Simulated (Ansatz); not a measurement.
# What DFT gives for MoS₂

```yaml
crystal:
  lattice:
    - [1.60009, 0.92381, 6.22819]
    - [-1.60009, 0.92381, 6.22819]
    - [0.00000, -1.84762, 6.22819]
  atoms:
    - { symbol: Mo, position: [0.00000, 0.00000, 0.00000] }
    - { symbol: S, position: [0.25000, 0.25000, 0.25000] }
    - { symbol: S, position: [0.41700, 0.41700, 0.41700] }
```

Single point in Ansatz 0.2.0 with r2SCAN, no spin polarisation. Cutoff 500 eV, PAW datasets, 10×10×10 Γ-centred k mesh, fermi-dirac filling (width 0.1 eV).

(1) Which orbitals make up the band edges?

(2) Which atom feels the largest force, and which way?

(3) What is the formation energy?

(4) Metal or insulator? Give the gap.

(5) What does the stress say?

Origin: a database entry at a rescaled volume.

Cost: 56 s on 1 thread of Arm Neoverse V2, on a shared host, peak memory 0.93 GiB (start from a saved density). The time holds forces, stress, Bader, DOS, bands, ELF.

## Answers

(1) Within 0.7 eV of the edges, the states project mainly on Mo d (56 %) and S p (38 %) below the gap and on Mo d (67 %) and S p (28 %) above it.

(2) The largest is on S3: 0.34 eV/Å, components (0.00, 0.00, -0.34). It makes 50° with the line to a nearest neighbour, Mo1 at 2.42 Å.

(3) -0.97 eV an atom against the elements' usual phases (free molecules for gases, crystals otherwise, with no correction for O₂ or N₂), so it is bound against them; other compounds may still compete. Relaxing would lower it.

(4) The gap is 0.98 eV, indirect (the least direct gap found is 1.73 eV).

(5) The pressure is -1.7 GPa (compression positive), so with the atoms held at these fractions the cell would first shrink.
